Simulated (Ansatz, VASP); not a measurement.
# CsCdCl3 in two plane-wave programs

Wanted: the spread between two codes on one cell, functional and k mesh. The cell is taken from a series of VASP runs on this material, whose earlier steps may have relaxed, scaled or displaced it; both programs get it as it stands.

Calculated with Ansatz 0.2.0; plane waves, with VASP 6.6.1 beside it; elastic constants at LDA and relaxation of cell and atoms at r2SCAN.

### Step 1. The starting structure

The structure is cubic, space group Pm-3m (No. 221). Conventional cell: a = 5.124 Å, b = 5.124 Å, c = 5.124 Å, α = 90.00°, β = 90.00°, γ = 90.00°. Nearest to Cs lie 12 Cl at 3.62 Å. Cd has 6 Cl at 2.56 Å nearest. Nearest to Cl lie 2 Cd at 2.56 Å and 4 Cs at 3.62 Å. Farther neighbours and most contacts between anions are not listed.

### Step 2. Ansatz: elastic constants, LDA

Ansatz runs on its default PAW (the set named soft_2) files.

Elastic constants are differences of stresses under small strains, so they test the stress and the mesh.

Contents of input.yaml:

```yaml
crystal:
  lattice:
    - [5.124151842, 0.0, 0.0]
    - [0.0, 5.124151842, 0.0]
    - [0.0, 0.0, 5.124151842]
  atoms:
    - { symbol: Cs, position: [0.0, 0.0, 0.0] }
    - { symbol: Cd, position: [0.5, 0.5, 0.5] }
    - { symbol: Cl, position: [0.5, 0.5, 0.0] }
    - { symbol: Cl, position: [0.5, 0.0, 0.5] }
    - { symbol: Cl, position: [0.0, 0.5, 0.5] }
hamiltonian:
  xc: lda
  pseudopotentials: { kind: paw }
kpoints:
  mp_grid: { grid: [6, 6, 6] }
scf:
  occupations: { method: gaussian, width: 0.03 }
elastic:
  mode: relaxed_ion
  stencil: two_point
output:
  forces: true
  stress: true
```

Run with:

```sh
$ ansatz run input.yaml --threads 4 --pin off --max-ram 9216MiB --backend cpu --events-out ev --progress --plain --runs-dir out
```

Numbers of over 12 decimals in the logs are rounded to 6 here.

Log:

```text
Engine: ansatz 0.2.0, aarch64-unknown-linux-gnu
Pseudopotentials: kind: paw
Pseudopotential: Cs, paw, valence charge 9, recommended cutoff 420 eV (normal), Cs.paw.azcp
Pseudopotential: Cd, paw, valence charge 20, recommended cutoff 420 eV (normal), Cd.paw.azcp
Pseudopotential: Cl, paw, valence charge 7, recommended cutoff 420 eV (normal), Cl.paw.azcp
Functional definition: SPW92
  exchange = slater_x
  correlation = pw_c
Crystal: 5 atoms, lattice volume = 134.545 Å³
Basis set: ecut = 420 eV, 2601 PW (Γ)
Bands: 30, of which v1, the nominal top of the filled ones, is band 25 counted from 1 (24 counted from 0)
Symmetry: 48 space group operations
Space group: Pm-3m (ITA 221), of the structure as read, at distance tolerance 5.1e-5 Å
k-points: 20 of 216
Non-local potential: Cs, projectors of the file, l = 0: 3, l = 1: 2, l = 2: 2, l = 3: 2
Non-local potential: Cd, projectors of the file, l = 0: 3, l = 1: 2, l = 2: 2, l = 3: 1
Non-local potential: Cl, projectors of the file, l = 0: 2, l = 1: 2, l = 2: 2
PAW form: soft (Blöchl's): semilocal exchange-correlation on the pseudo side does not see the compensation charge
PAW frozen core: Cs, regenerated for the run's functional, and the local potential with it (the file was generated under x = pbe(κ = 0.804, μ = 0.219515), c = pbe(β = 0.066725))
PAW frozen core: Cd, regenerated for the run's functional, and the local potential with it (the file was generated under x = pbe(κ = 0.804, μ = 0.219515), c = pbe(β = 0.066725))
PAW frozen core: Cl, regenerated for the run's functional, and the local potential with it (the file was generated under x = pbe(κ = 0.804, μ = 0.219515), c = pbe(β = 0.066725))
PAW one-centre angular grid: Cs, 194 points (default); XC on 64 Gauss nodes
PAW one-centre angular grid: Cd, 590 points (default); XC on 64 Gauss nodes
PAW one-centre angular grid: Cl, 110 points (default); XC on 64 Gauss nodes
Initial density: superposition of atomic densities (neutral atoms: chi_scale 0, normalization atom), corrected by the library's trained network
Initial wavefunctions: pseudopotential atomic-orbital guess
Functional: x = slater, c = lda
SCF iter   1: F=—  HF=-16762.492428 eV  |F-HF|=—  |Δ(HF+E_count)|=         —  Δρ=7.47e-3  dr2=6.91e-2  ethr=1.77e-3  ⟨swp⟩=8.0  Hψ=2803  notcnv=0
preconditioner: auto → Resta (q_TF=auto, 2.313 Å⁻¹)  ε∞=3.7  [insulator: Δε(μ)=1.464 eV  Ē_g=12.585 eV  σ=0.030 eV  W_gap=1.00  n_scr=26 (ndim 8)  ℏωp=20.7 eV  f_vac=0.035  D(μ)=0.00/eV (n_scr^D=0)  ε∞_Penn≈3.7]
SCF iter   2: F=—  HF=-16762.472815 eV  |F-HF|=—  |Δ(HF+E_count)|=   1.96e-2  Δρ=3.41e-3  dr2=1.31e-2  ethr=1.38e-4  ⟨swp⟩=2.5  Hψ=1244  notcnv=0  defer=19
SCF iter   3: F=—  HF=-16762.469115 eV  |F-HF|=—  |Δ(HF+E_count)|=   3.70e-3  Δρ=8.15e-4  dr2=6.03e-4  ethr=2.62e-5  ⟨swp⟩=2.1  Hψ=844  notcnv=0  defer=20
SCF iter   4: F=—  HF=-16762.469057 eV  |F-HF|=—  |Δ(HF+E_count)|=   5.88e-5  Δρ=1.94e-4  dr2=5.02e-5  ethr=1.21e-6  ⟨swp⟩=2.5  Hψ=1008  notcnv=0  defer=20
SCF iter   5: F=—  HF=-16762.469056 eV  |F-HF|=—  |Δ(HF+E_count)|=   8.12e-7  Δρ=5.20e-5  dr2=3.97e-6  ethr=1.00e-7  ⟨swp⟩=2.1  Hψ=1034  notcnv=0  defer=20
SCF iter   6: F=—  HF=-16762.469048 eV  |F-HF|=—  |Δ(HF+E_count)|=   7.64e-6  Δρ=8.84e-6  dr2=2.01e-7  ethr=7.93e-9  ⟨swp⟩=3.0  Hψ=1046  notcnv=0  defer=20
SCF iter   7: F=—  HF=-16762.469048 eV  |F-HF|=—  |Δ(HF+E_count)|=   2.03e-8  Δρ=1.92e-6  dr2=8.15e-9  ethr=4.02e-10  ⟨swp⟩=2.6  Hψ=1042  notcnv=0  defer=20
SCF iter   8: F=—  HF=-16762.469048 eV  |F-HF|=—  |Δ(HF+E_count)|=  9.46e-11  Δρ=3.35e-7  dr2=1.83e-10  ethr=1.63e-11  ⟨swp⟩=2.1  Hψ=961  notcnv=0  defer=20
SCF iter   9: F=—  HF=-16762.469048 eV  |F-HF|=—  |Δ(HF+E_count)|=  4.00e-11  Δρ=6.83e-8  dr2=4.78e-12  ethr=3.66e-13 (applied; sched 1.00e-12)  ⟨swp⟩=2.0  Hψ=948  notcnv=0  defer=20
SCF iter  10: F=-16762.469048 eV  HF=-16762.469048 eV  |F-HF|=3.64e-12  |Δ(HF+E_count)|=  3.64e-12  Δρ=8.63e-9  dr2=7.82e-14  ethr=1.00e-12  ⟨swp⟩=8.4  Hψ=3009  notcnv=0
SCF 1 converged in 10 iterations: F = -16762.469048 eV  dr2 = 7.82e-14
  greatest PAW one-centre occupation: 1.000 electrons in one spin orbital (limit 2), on the Cd atom at site 1 (counted from 0), in its partial waves of l = 0
Crystal: 5 atoms, lattice volume = 134.275 Å³
Symmetry: 16 space group operations
k-points: 40 of 216
Initial density: handed on by an earlier stage of this run
Initial wavefunctions: those handed on with the density
[...]
preconditioner: auto → Resta (q_TF=auto, 2.314 Å⁻¹)  ε∞=3.7  [insulator: Δε(μ)=1.577 eV  Ē_g=12.653 eV  σ=0.030 eV  W_gap=1.00  n_scr=26 (ndim 8)  ℏωp=20.8 eV  f_vac=0.023  D(μ)=0.00/eV (n_scr^D=0)  ε∞_Penn≈3.7]
[...]
SCF 2 converged in 9 iterations: F = -16762.469375 eV  dr2 = 4.20e-14
Crystal: 5 atoms, lattice volume = 134.814 Å³
[...]
preconditioner: auto → Resta (q_TF=auto, 2.313 Å⁻¹)  ε∞=3.7  [insulator: Δε(μ)=1.572 eV  Ē_g=12.639 eV  σ=0.030 eV  W_gap=1.00  n_scr=26 (ndim 8)  ℏωp=20.7 eV  f_vac=0.024  D(μ)=0.00/eV (n_scr^D=0)  ε∞_Penn≈3.7]
[...]
SCF 3 converged in 6 iterations: F = -16762.468470 eV  dr2 = 1.26e-14
Crystal: 5 atoms, lattice volume = 134.544 Å³
Symmetry: 8 space group operations
k-points: 52 of 216
[...]
preconditioner: auto → Resta (q_TF=auto, 2.313 Å⁻¹)  ε∞=3.7  [insulator: Δε(μ)=1.580 eV  Ē_g=12.646 eV  σ=0.030 eV  W_gap=1.00  n_scr=26 (ndim 8)  ℏωp=20.7 eV  f_vac=0.023  D(μ)=0.00/eV (n_scr^D=0)  ε∞_Penn≈3.7]
[...]
SCF iter   5: F=—  HF=-16762.469025 eV  |F-HF|=—  |Δ(HF+E_count)|=  6.18e-11  Δρ=2.22e-7  dr2=4.46e-11  ethr=4.33e-13 (applied; sched 1.00e-12)  ⟨swp⟩=2.0  Hψ=2730  notcnv=0  defer=52
SCF iter   6: F=—  HF=-16762.469025 eV  |F-HF|=—  |Δ(HF+E_count)|=  1.46e-11  Δρ=4.83e-8  dr2=2.68e-12  ethr=8.92e-14 (applied; sched 1.00e-12)  ⟨swp⟩=2.0  Hψ=2663  notcnv=0  defer=52
SCF iter   7: F=—  HF=-16762.469025 eV  |F-HF|=—  |Δ(HF+E_count)|=    0.00e0  Δρ=9.43e-9  dr2=1.80e-13  ethr=5.37e-15 (applied; sched 1.00e-12)  ⟨swp⟩=2.6  Hψ=2893  notcnv=0  defer=52
SCF iter   8: F=-16762.469025 eV  HF=-16762.469025 eV  |F-HF|=3.64e-12  |Δ(HF+E_count)|=    0.00e0  Δρ=2.69e-9  dr2=1.38e-14  ethr=1.00e-12  ⟨swp⟩=4.0  Hψ=5315  notcnv=0
SCF 4 converged in 8 iterations: F = -16762.469025 eV  dr2 = 1.38e-14
iter 1 solved again at ethr=1.00e-12 eV; its pass at ethr=3.10e-3 eV (dr2=1.20e-10 eV) is discarded
SCF iter   1: F=—  HF=-16762.469025 eV  |F-HF|=—  |Δ(HF+E_count)|=         —  Δρ=1.65e-6  dr2=1.17e-10  ethr=1.00e-12  ⟨swp⟩=3.0  Hψ=8340  notcnv=0  defer=52
SCF iter   2: F=—  HF=-16762.469025 eV  |F-HF|=—  |Δ(HF+E_count)|=   3.60e-9  Δρ=8.30e-7  dr2=2.95e-11  ethr=2.33e-13 (applied; sched 1.00e-12)  ⟨swp⟩=1.6  Hψ=2042  notcnv=0  defer=52
SCF iter   3: F=—  HF=-16762.469025 eV  |F-HF|=—  |Δ(HF+E_count)|=   1.23e-9  Δρ=6.40e-8  dr2=1.35e-12  ethr=5.90e-14 (applied; sched 1.00e-12)  ⟨swp⟩=1.0  Hψ=1509  notcnv=0  defer=52
SCF iter   4: F=—  HF=-16762.469025 eV  |F-HF|=—  |Δ(HF+E_count)|=  3.64e-12  Δρ=1.49e-8  dr2=1.49e-13  ethr=2.70e-15 (applied; sched 1.00e-12)  ⟨swp⟩=2.1  Hψ=2779  notcnv=0  defer=52
SCF iter   5: F=-16762.469025 eV  HF=-16762.469025 eV  |F-HF|=3.64e-12  |Δ(HF+E_count)|=    0.00e0  Δρ=1.78e-9  dr2=5.92e-15  ethr=1.00e-12  ⟨swp⟩=4.0  Hψ=4755  notcnv=0
SCF 5 converged in 5 iterations: F = -16762.469025 eV  dr2 = 5.92e-15
SCF converged after 10 iterations
Free energy (F): -16762.469048 eV
Harris-Foulkes:  -16762.469048 eV  (|F-HF|=3.64e-12)
Internal energy: -16762.469048 eV  (E = F + TS)
E sigma→0 (E₀):  -16762.469048 eV
Fermi energy:    5.079415 eV
--- Per-component energies (eV) ---
  E_band       = -607.154687
  E_kinetic    = 1132.665207
  E_local      = -5561.028334  (includes V_loc(G=0)·N_el)
  E_nonlocal   = 166.137384
  E_hartree    = 2464.899822
  E_xc         = -666.616886
  E_vxc        = -713.086178  (∫ρ·V_xc dr)
  E_paw        = -10727.648823  (= ΣΔE_a)
  E_vpaw       = -561.642720  (= ΣTr[D̂ρ^β])
  E_aug_tail   = 0.000306  (compensation charges beyond the density's cutoff)
  E_ewald      = -3572.486325
  E_core_change = 1.608600  (= ΣΔE_core)
  E_smearing   = -0.000000  (= −TS)
  E_closure    = -0.000000  (closes the sum)
  Σ components = -16762.469048   (vs F -16762.469048, Δ=0.00e0)
--- Forces (eV/Å), atoms counted from 1 ---
  atom   1  Cs    -0.00000000    -0.00000000     0.00000000
  atom   2  Cd     0.00000000    -0.00000000    -0.00000000
  atom   3  Cl     0.00000000    -0.00000000    -0.00000000
  atom   4  Cl    -0.00000000    -0.00000000     0.00000000
  atom   5  Cl     0.00000000    -0.00000000     0.00000000
  max |Σ_I F_I| component: 1.22e-28 eV/Å
--- Stress (GPa, compression-positive) ---
       -0.269368      -0.000000       0.000000
        0.000000      -0.269368       0.000000
       -0.000000       0.000000      -0.269368
  P = ⅓ Tr σ = -0.2694 GPa (-2.694 kbar)
--- Band table (eV; the first three rows and the last of 20) ---
  k-point 0: bands = [... 21 lower, 3.1969, 3.5797, 3.5797, 3.5797, 5.8692, 9.8389, 10.0177, 10.0177, ... 1 higher]
  k-point 1: bands = [... 21 lower, 3.1732, 3.2762, 3.5293, 3.5293, 6.4722, 10.1833, 10.3154, 10.3358, ... 1 higher]
  k-point 2: bands = [... 21 lower, 3.1650, 3.1650, 3.3998, 3.3998, 7.8012, 10.8188, 11.0107, 11.3600, ... 1 higher]
  k-point 19: bands = [... 21 lower, 3.8944, 3.8944, 4.2892, 4.2892, 9.8857, 9.8857, 9.8857, 11.4972, ... 1 higher]
--- Elastic constants: 2 strain directions × 2 members + reference (group order 48) ---
  dense FFT box of the reference and of every strained cell: 36×36×36
  strains applied: 11, 23; error gains: componentwise 1.00 (the most a stress slope's error grows in a printed constant), spectral 1.73 (1 for all six strains in a standard setting)
  C = ∂σ_k/∂η_j (tension-positive GPa; Voigt order 11 22 33 23 13 12):
        74.997     24.556     24.556     -0.000     -0.000     -0.000
        24.556     74.997     24.556     -0.000     -0.000     -0.000
        24.556     24.556     74.997     -0.000     -0.000     -0.000
        -0.000     -0.000     -0.000     14.491      0.000      0.000
        -0.000     -0.000      0.000      0.000     14.491      0.000
        -0.000      0.000      0.000      0.000      0.000     14.491
  reference stress σ⁰ (GPa):      0.269      0.269      0.269     -0.000      0.000      0.000
  C* (energy form; C + prestress term) asymmetry max|C*_kj − C*_jk| = 1.776e-14 GPa — a small one proves nothing (zero by symmetry where the batch's group is 432, −43m or m−3m); a large one is finite-difference/SCF noise where every solve meets its electron count
  moduli (Voigt/Reuss/Hill, GPa): K = 41.37/41.37/41.37   G = 18.78/17.46/18.12   E = 47.44   ν = 0.309
  mechanically stable: yes (min eigenvalue of sym C = 14.49 GPa)
  strain η (Voigt 11):  stress-route row diagonal C_11 = 75.00 GPa, energy-path curvature d²(F+E_count+ΔE)/dδ²/Ω₀ = 75.00 GPa
         δ    σ_11 (GPa)             F (eV)   n_scf  n_hpsi   n_pw
    -2.000e-3       0.1177      -16762.4693753       9   24775   2642   relax 0 steps, max|allowed force component| 8.08e-29 eV/Å
     2.000e-3       0.4177      -16762.4684696       6   19792   2666   relax 0 steps, max|allowed force component| 1.01e-29 eV/Å
  strain η (Voigt 23):  stress-route row diagonal C_44 = 14.49 GPa, energy-path curvature d²(F+E_count+ΔE)/dδ²/Ω₀ = 14.36 GPa
         δ    σ_23 (GPa)             F (eV)   n_scf  n_hpsi   n_pw
    -2.000e-3      -0.0290      -16762.4690245       8   29133   2650   relax 0 steps, max|allowed force component| 8.01e-29 eV/Å
     2.000e-3       0.0290      -16762.4690245       5   20373   2650   relax 0 steps, max|allowed force component| 7.86e-29 eV/Å
```

Elapsed: 13 s, on 4 threads of Arm Neoverse V1, shared host; peak memory 0.55 GiB; 47 s of CPU time.

The column dr2 measures how far the density is from self-consistency, as an energy; F and HF (Harris–Foulkes) agree once it is small.

The run ends at a pressure of -0.27 GPa.

(Continued in part 2 of 3.)

[Lines on the potential files, build, host, timing and source positions are cut from VASP's logs without a mark.]

[Logs are printed without paths, hosts, clocks, repeated set-up lines and the standing remarks that a program may print on its own settings, such as how far it seeks lower states.]

[Hosts, paths, dates, database ids (printed as entryN), source tags and the programs' standing remarks are cut or masked in the printed files.]
